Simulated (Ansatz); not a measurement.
# WS2 (P4/mmm) in Ansatz: notebook

One crystal, WS2, is run at these levels: PBE; tasks: single point.

All numbers are computed with Ansatz 0.2.0; they aren't measurements. Logs are shortened: lines on timing, memory, paths and dates and some standing lists are left out, and cuts for length are marked.

**1. Starting point**

Symmetry: P4/mmm, No. 123, tetragonal system. Conventional cell: a = 2.592 Å, b = 2.592 Å, c = 9.234 Å, α = 90.00°, β = 90.00°, γ = 90.00°. Around W (site symmetry 4/mmm) lie 2 S at 2.45 Å and 4 W at 2.59 Å. Around S (site symmetry 4mm) lie 1 W at 2.45 Å and 4 S at 2.59 Å.

The cell was built by a generator and needn't be a form met in nature.

**2. Single point, PBE, 19.43 Å³/atom (volume scaled by 0.94)**

The input, input.yaml:

```yaml
crystal:
  lattice:
    - [2.5388227055, 0.0, 0.0]
    - [0.0, 2.5388227055, 0.0]
    - [0.0, 0.0, 9.0456646575]
  atoms:
    - { symbol: W, position: [0.5, 0.5, 0.5] }
    - { symbol: S, position: [0.5, 0.5, 0.76566] }
    - { symbol: S, position: [0.5, 0.5, 0.23434] }
kpoints:
  mp_grid: { grid: [10, 10, 3] }
scf:
  occupations: { method: fermi_dirac, width: 0.05 }
hamiltonian:
  xc: pbe
  pseudopotentials: { kind: all_electron, lapw: { basis_error: 0.001 } }
output:
  forces: true
  stress: true
  eigenvalues: true
```

Potentials or basis: all-electron LAPW, scalar-relativistic.

Run with:

```
$ ansatz run input.yaml --threads 2 --pin off --max-ram 6144MiB --backend cpu --events-out ev --progress --plain --runs-dir out
```

Log:

```text
Warning: RAYON_NUM_THREADS=2 ignored (pool sized by the plan → 2); use --threads N
LAPW: plane waves up to 9.590 Å⁻¹, error target 1.0e-3 eV per atom; small_component_spin mean_spin; S in spheres of 1.134 Å, 14 of its electrons in bands, Dirac shells []; W in spheres of 1.269 Å, 44 of its electrons in bands, Dirac shells [] (how accurate: hamiltonian.pseudopotentials.lapw.basis_error, Limitations)
Engine: ansatz 0.2.0, x86_64-unknown-linux-gnu
Pseudopotentials: kind: all_electron
Pseudopotential: W, LAPW, valence charge 44, lapw/all_electron/scalar/gaussian/W, Koelling and Harmon's equation, gaussian nucleus
Pseudopotential: S, LAPW, valence charge 14, lapw/all_electron/scalar/gaussian/S, Koelling and Harmon's equation, gaussian nucleus
Functional definition: PBE
  parameter kappa = 0.804
  parameter beta = 0.06672455060314922
  exchange = pbe_x(kappa = kappa, mu = beta*pi^2/3)
  correlation = pbe_c(beta = beta)
Crystal: 3 atoms, lattice volume = 58.305 Å³
Basis set: ecut = 350.4148303882315 eV, 863 PW (Γ), exchange–correlation at level 2
Bands: 44, of which v1, the nominal top of the filled ones, is band 36 counted from 1 (35 counted from 0)
Symmetry: 16 space group operations
Space group: P4/mmm (ITA 123), of the structure as read, at distance tolerance 3.9e-5 Å
k-points: 42 of 300
Non-local potential: W, projectors of the file, none
Non-local potential: S, projectors of the file, none
Initial density: superposition of atomic densities (chi_scale 0.1, normalization cell, long waves kept (reshape's long-wave potential 0.88 eV rms))
Initial wavefunctions: plane waves of lowest kinetic energy (no species holds an atomic orbital)
Functional: x = pbe(κ = 0.804, μ = 0.2195149727645171), c = pbe(β = 0.06672455060314922)
iter 1 solved again at ethr=8.74e-3 eV; its pass at ethr=1.00e-1 eV (dr2=6.29e0 eV) is discarded
SCF iter   1: F=—  HF=-460926.684398 eV  |F-HF|=—  |Δ(HF+E_count)|=         —  Δρ=4.04e-2  dr2=6.30e0  ethr=8.74e-3  ⟨swp⟩=2.0  Hψ=12107  notcnv=0
preconditioner: auto → LDOS  [metal: Δε(μ)=0.035 eV  Ē_g=20.489 eV  σ=0.050 eV  W_gap=0.17  n_scr=20 (ndim 8)  ℏωp=27.5 eV  f_vac=0.194  D(μ)=1.25/eV (n_scr^D=4)  β→1.0]
SCF iter   2: F=—  HF=-460926.322586 eV  |F-HF|=—  |Δ(HF+E_count)|=   3.62e-1  Δρ=3.38e-2  dr2=4.92e0  ethr=8.74e-3  ⟨swp⟩=3.0  Hψ=5496  notcnv=0
iter 3 solved again at ethr=1.63e-4 eV; its pass at ethr=6.83e-3 eV (dr2=1.17e-1 eV) is discarded
SCF iter   3: F=—  HF=-460925.894919 eV  |F-HF|=—  |Δ(HF+E_count)|=   4.28e-1  Δρ=8.28e-3  dr2=1.18e-1  ethr=1.63e-4  ⟨swp⟩=2.0  Hψ=8972  notcnv=0
SCF iter   4: F=—  HF=-460925.872525 eV  |F-HF|=—  |Δ(HF+E_count)|=         —  Δρ=2.85e-3  dr2=4.07e-3  ethr=1.63e-4  ⟨swp⟩=2.0  Hψ=5542  notcnv=0
the basis was enlarged: its passes take 477.2 KiB over the memory plan, 2 of 2 planned eigensolver slots
SCF iter   5: F=—  HF=-460925.873903 eV  |F-HF|=—  |Δ(HF+E_count)|=   1.38e-3  Δρ=1.63e-3  dr2=6.79e-3  ethr=5.66e-6  ⟨swp⟩=3.0  Hψ=5573  notcnv=0
SCF iter   6: F=—  HF=-460925.872736 eV  |F-HF|=—  |Δ(HF+E_count)|=   1.17e-3  Δρ=8.01e-4  dr2=1.65e-3  ethr=5.66e-6  ⟨swp⟩=2.0  Hψ=5429  notcnv=0
SCF iter   7: F=—  HF=-460925.872575 eV  |F-HF|=—  |Δ(HF+E_count)|=   1.62e-4  Δρ=1.94e-4  dr2=1.69e-5  ethr=2.29e-6  ⟨swp⟩=2.0  Hψ=5429  notcnv=0
SCF iter   8: F=—  HF=-460925.872581 eV  |F-HF|=—  |Δ(HF+E_count)|=   6.18e-6  Δρ=9.07e-5  dr2=1.38e-5  ethr=2.34e-8  ⟨swp⟩=3.0  Hψ=5624  notcnv=0
SCF iter   9: F=—  HF=-460925.872579 eV  |F-HF|=—  |Δ(HF+E_count)|=   1.66e-6  Δρ=3.84e-5  dr2=2.64e-6  ethr=1.92e-8  ⟨swp⟩=2.0  Hψ=5429  notcnv=0
SCF iter  10: F=-460925.872579 eV  HF=-460925.872579 eV  |F-HF|=8.75e-8  |Δ(HF+E_count)|=   3.66e-7  Δρ=7.49e-6  dr2=9.58e-8  ethr=3.67e-9  ⟨swp⟩=2.0  Hψ=5429  notcnv=0
SCF 1 converged in 10 iterations: F = -460925.872579 eV  dr2 = 9.58e-8
SCF converged after 10 iterations
Free energy (F): -460925.872579 eV
Harris-Foulkes:  -460925.872579 eV  (|F-HF|=8.75e-8)
Internal energy: -460925.848948 eV  (E = F + TS)
E sigma→0 (E₀):  -460925.860764 eV
Entropy (-TS):   -0.023630 eV (-7.877 meV/atom)
Fermi energy:    12.558032 eV
--- Per-component energies (eV) ---
  E_band       = -7433.505497
  E_kinetic    = 513710.489077
  E_xc         = -10229.056878
  E_electrostatic = -964407.281148  (all electrons and nuclei)
  E_smearing   = -0.023630  (= −TS)
  E_closure    = 0.000000  (closes the sum)
  E_atoms      = -460907.953505  (free atoms, spherical and without spin; not in F)
  Σ components = -460925.872579   (vs F -460925.872579, Δ=0.00e0)
  Basis errors (estimates in eV, not in F): energy 1.9e-4 per atom: plane waves 1.4e-4 (8.1e-5 summed), levels above the bands 1.8e-75, relativity 6.6e-8, radial functions 4.6e-5, core shells 2.8e-7; eigenvalues (radial functions only) 1.9e-6; not estimated: angular momenta, meshes, grids; target (lapw.basis_error) 1.0e-3; muffin-tin radii S 1.134 Å, W 1.269 Å
--- Forces (eV/Å), atoms counted from 1 ---
  atom   1  W      0.00000000     0.00000000     0.00000000
  atom   2  S      0.00000000     0.00000000     0.68191800
  atom   3  S      0.00000000     0.00000000    -0.68191800
  max |Σ_I F_I| component: 4.93e-31 eV/Å
--- Stress (GPa, compression-positive) ---
        8.550526       0.000000       0.000000
        0.000000       8.550526       0.000000
        0.000000       0.000000       8.998842
  P = ⅓ Tr σ = 8.7000 GPa (87.000 kbar)
--- Band table (eV; the first three rows and the last of 42) ---
  k-point 0: bands = ["-404.9626", "-404.9608", "-404.9608", "-220.0370", "-220.0203", "-220.0203", "-220.0181", "-219.9881", "-194.0200", "-194.0200", "-138.8624", "-138.8624", "-138.8624", "-138.8624", "-138.7071", "-138.7071", "-61.1111", "-25.6176", "-24.5138", "-24.5138", "-15.2261", "-15.2106", "-15.2106", "-15.2077", "-15.1953", "-15.1401", "-15.1401", "-3.5893", "-3.2301", "5.0824", "7.2501", "7.6515", "8.4885", "14.2120", "14.2120", "14.7262", "15.1376", "15.1376", "16.8984", "16.8984", "18.6055", "19.0097", "20.5624", "20.7766"]
  k-point 1: bands = ["-404.9626", "-404.9608", "-404.9608", "-220.0370", "-220.0203", "-220.0203", "-220.0181", "-219.9881", "-194.0200", "-194.0200", "-138.8624", "-138.8624", "-138.8624", "-138.8624", "-138.7071", "-138.7071", "-61.1111", "-25.6176", "-24.5138", "-24.5138", "-15.2261", "-15.2106", "-15.2106", "-15.2077", "-15.1953", "-15.1401", "-15.1401", "-3.5684", "-3.2550", "5.1884", "7.2420", "7.4497", "8.4885", "14.2082", "14.2082", "15.1466", "15.1466", "15.5842", "16.8910", "16.8910", "17.5939", "18.6055", "20.5437", "20.7975"]
  k-point 2: bands = ["-404.9626", "-404.9608", "-404.9608", "-220.0370", "-220.0203", "-220.0203", "-220.0181", "-219.9881", "-194.0199", "-194.0199", "-138.8624", "-138.8624", "-138.8624", "-138.8624", "-138.7071", "-138.7071", "-61.0970", "-25.5977", "-24.6930", "-24.4985", "-15.2245", "-15.2121", "-15.2079", "-15.2047", "-15.1964", "-15.1500", "-15.1387", "-3.4020", "-3.0473", "5.3603", "7.5114", "7.7803", "8.8523", "12.7956", "13.5806", "14.3183", "14.9426", "15.2556", "15.6754", "16.9789", "18.0345", "19.9077", "21.0679", "21.4649"]
  k-point 41: bands = ["-404.9626", "-404.9608", "-404.9608", "-220.0370", "-220.0204", "-220.0204", "-220.0181", "-219.9880", "-194.0198", "-194.0198", "-138.8629", "-138.8629", "-138.8629", "-138.8629", "-138.7070", "-138.7070", "-60.8167", "-26.0011", "-26.0011", "-25.2099", "-15.2207", "-15.2200", "-15.2200", "-15.1869", "-15.1760", "-15.1760", "-15.1464", "2.4074", "2.8857", "7.0958", "7.0958", "7.3052", "7.6039", "7.6039", "10.2900", "11.6243", "11.6243", "12.1905", "15.9700", "16.5885", "19.0767", "19.2708", "19.2708", "21.6498"]
```

Run time: 14 s. Hardware: 2 threads of Intel Xeon Platinum 8375C at 2.90GHz (Ice Lake), shared host; peak memory 0.55 GiB.

Results:

```
Free energy            : -460925.8726 eV
Pressure               : 8.7 GPa
Largest force          : 0.682 eV/Å
Band gap on the k mesh : none (metal or under the smearing width)
```

Caveat: this functional lacks dispersion, which binds the layers, so the pressure and a relaxed spacing across them are unreliable.

**3. Single point, PBE, 19.85 Å³/atom (volume scaled by 0.96)**

input.yaml: that of step 2 with these lines changed.

```diff
@@ -2,5 +2,5 @@
   lattice:
-    - [2.5388227055, 0.0, 0.0]
-    - [0.0, 2.5388227055, 0.0]
-    - [0.0, 0.0, 9.0456646575]
+    - [2.5567023278, 0.0, 0.0]
+    - [0.0, 2.5567023278, 0.0]
+    - [0.0, 0.0, 9.1093686202]
   atoms:
```

Potentials or basis: all-electron LAPW, scalar-relativistic.

Run with:

```
$ ansatz run input.yaml --threads 2 --pin off --max-ram 6144MiB --backend cpu --events-out ev --progress --plain --runs-dir out
```

Run time: 16 s. Hardware: 2 threads of Intel Xeon Platinum 8375C at 2.90GHz (Ice Lake), shared host; peak memory 0.55 GiB.

It converged, with:

```
Free energy            : -460925.9285 eV
Pressure               : 5.8 GPa
Largest force          : 0.451 eV/Å
Band gap on the k mesh : none (metal or under the smearing width)
```

Caveat: this functional lacks dispersion, which binds the layers, so the pressure and a relaxed spacing across them are unreliable.

**4. Single point, PBE, 20.26 Å³/atom (volume scaled by 0.98)**

input.yaml: that of step 3 with these lines changed.

```diff
@@ -2,5 +2,5 @@
   lattice:
-    - [2.5567023278, 0.0, 0.0]
-    - [0.0, 2.5567023278, 0.0]
-    - [0.0, 0.0, 9.1093686202]
+    - [2.5743353148, 0.0, 0.0]
+    - [0.0, 2.5743353148, 0.0]
+    - [0.0, 0.0, 9.1721938373]
   atoms:
```

Run with:

```
$ ansatz run input.yaml --threads 2 --pin off --max-ram 6144MiB --backend cpu --events-out ev --progress --plain --runs-dir out
```

Run time: 14 s. Hardware: 2 threads of Intel Xeon Platinum 8375C at 2.90GHz (Ice Lake), shared host; peak memory 0.55 GiB.

The run converged. Its results:

```yaml
Free_energy: -460925.9628 eV
Pressure: 3.1 GPa
Largest_force: 0.239 eV/Å
Band_gap_on_the_k_mesh: none (metal or under the smearing width)
```

Caveat: this functional lacks dispersion, which binds the layers, so the pressure and a relaxed spacing across them are unreliable.

**5. Single point, PBE, 20.68 Å³/atom**

input.yaml: that of step 4 with these lines changed.

```diff
@@ -2,5 +2,5 @@
   lattice:
-    - [2.5743353148, 0.0, 0.0]
-    - [0.0, 2.5743353148, 0.0]
-    - [0.0, 0.0, 9.1721938373]
+    - [2.59173, 0.0, 0.0]
+    - [0.0, 2.59173, 0.0]
+    - [0.0, 0.0, 9.23417]
   atoms:
```

Run with:

```
$ ansatz run input.yaml --threads 2 --pin off --max-ram 6144MiB --backend cpu --events-out ev --progress --plain --runs-dir out
```

It took 14 s on 2 threads of Intel Xeon Platinum 8375C at 2.90GHz (Ice Lake), shared host; peak memory 0.55 GiB.

Results (log left out):

| Quantity | Value |
| --- | --- |
| Free energy | -460925.9775 eV |
| Pressure | 0.7 GPa |
| Largest force | 0.044 eV/Å |
| Band gap on the k mesh | none (metal or under the smearing width) |

Caveat: this functional lacks dispersion, which binds the layers, so the pressure and a relaxed spacing across them are unreliable.

**6. Single point, PBE, 21.09 Å³/atom (volume scaled by 1.02)**

input.yaml: that of step 5 with these lines changed.

```diff
@@ -2,5 +2,5 @@
   lattice:
-    - [2.59173, 0.0, 0.0]
-    - [0.0, 2.59173, 0.0]
-    - [0.0, 0.0, 9.23417]
+    - [2.608894275, 0.0, 0.0]
+    - [0.0, 2.608894275, 0.0]
+    - [0.0, 0.0, 9.2953252259]
   atoms:
```

Potentials or basis: all-electron LAPW, scalar-relativistic.

Run with:

```
$ ansatz run input.yaml --threads 2 --pin off --max-ram 6144MiB --backend cpu --events-out ev --progress --plain --runs-dir out
```

It took 13 s on 2 threads of Intel Xeon Platinum 8375C at 2.90GHz (Ice Lake), shared host; peak memory 0.55 GiB.

It converged, with:

```yaml
Free_energy: -460925.9745 eV
Pressure: -1.5 GPa
Largest_force: 0.135 eV/Å
Band_gap_on_the_k_mesh: none (metal or under the smearing width)
```

Caveat: this functional lacks dispersion, which binds the layers, so the pressure and a relaxed spacing across them are unreliable.

**7. Single point, PBE, 21.50 Å³/atom (volume scaled by 1.04)**

input.yaml: that of step 6 with these lines changed.

```diff
@@ -2,5 +2,5 @@
   lattice:
-    - [2.608894275, 0.0, 0.0]
-    - [0.0, 2.608894275, 0.0]
-    - [0.0, 0.0, 9.2953252259]
+    - [2.6258356217, 0.0, 0.0]
+    - [0.0, 2.6258356217, 0.0]
+    - [0.0, 0.0, 9.355686172]
   atoms:
```

Run with:

```
$ ansatz run input.yaml --threads 2 --pin off --max-ram 6144MiB --backend cpu --events-out ev --progress --plain --runs-dir out
```

Run time: 13 s. Hardware: 2 threads of Intel Xeon Platinum 8375C at 2.90GHz (Ice Lake), shared host; peak memory 0.52 GiB.

It converged, with:

```yaml
Free_energy: -460925.9554 eV
Pressure: -3.4 GPa
Largest_force: 0.300 eV/Å
Band_gap_on_the_k_mesh: none (metal or under the smearing width)
```

Caveat: this functional lacks dispersion, which binds the layers, so the pressure and a relaxed spacing across them are unreliable.

**8. Single point, PBE, 21.92 Å³/atom (volume scaled by 1.06)**

input.yaml: that of step 7 with these lines changed.

```diff
@@ -2,5 +2,5 @@
   lattice:
-    - [2.6258356217, 0.0, 0.0]
-    - [0.0, 2.6258356217, 0.0]
-    - [0.0, 0.0, 9.355686172]
+    - [2.6425611403, 0.0, 0.0]
+    - [0.0, 2.6425611403, 0.0]
+    - [0.0, 0.0, 9.4152781364]
   atoms:
```

Run with:

```
$ ansatz run input.yaml --threads 2 --pin off --max-ram 6144MiB --backend cpu --events-out ev --progress --plain --runs-dir out
```

It took 13 s on 2 threads of Intel Xeon Platinum 8375C at 2.90GHz (Ice Lake), shared host; peak memory 0.54 GiB.

Results (log left out):

```yaml
Free_energy: -460925.9217 eV
Pressure: -5.2 GPa
Largest_force: 0.452 eV/Å
Band_gap_on_the_k_mesh: none (metal or under the smearing width)
```

Caveat: this functional lacks dispersion, which binds the layers, so the pressure and a relaxed spacing across them are unreliable.
